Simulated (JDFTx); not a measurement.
**CoO in JDFTx: the effect of fixed moment**

The system is CoO.

```
CELL_PARAMETERS angstrom
2.82845 0.00000 0.00000
-1.41423 2.44951 0.00000
0.00000 0.00000 2.72172
ATOMIC_POSITIONS crystal
Co 0.00000 0.00000 0.50000
O 0.66667 0.33333 0.00000
```

The cell was built by a generator and needn't be a form met in nature.

Alike in all runs:

| Item | Value |
| --- | --- |
| Program | JDFTx 1.7.0 (patched build) |
| Task | single point |
| Functional | PBE |
| Potentials or basis | PseudoDojo-SR-PBE-0.5-standard with smoothed tails |
| Cutoff | 1306 eV |
| Density cutoff | 10449 eV |
| k mesh | 9 × 9 × 8 |
| Occupations | fermi-dirac, width 0.05 eV |
| Spin | collinear spin, ferromagnetic start |
| Starting moments | [2.0, 0.0] μB |

Q: One run gave: energy over the lowest run 1174.7 meV/atom; pressure 22.1 GPa. Which fixed moment did it use?
A. 1 μB
B. 3 μB
C. 4 μB
D. 2 μB

A: C.

| fixed moment | energy over the lowest run (meV/atom) | pressure (GPa) |
| --- | --- | --- |
| 1 μB | 266.6 | -10.8 |
| 2 μB | 148.4 | -7.6 |
| 3 μB | 0.0 | -0.8 |
| 4 μB | 1174.7 | 22.1 |

Caveats: the total moment is fixed, so each spin has its own Fermi level; a cell with one magnetic atom can't hold antiferromagnetic order, which such compounds often take; the moment is held away from its start (some runs).
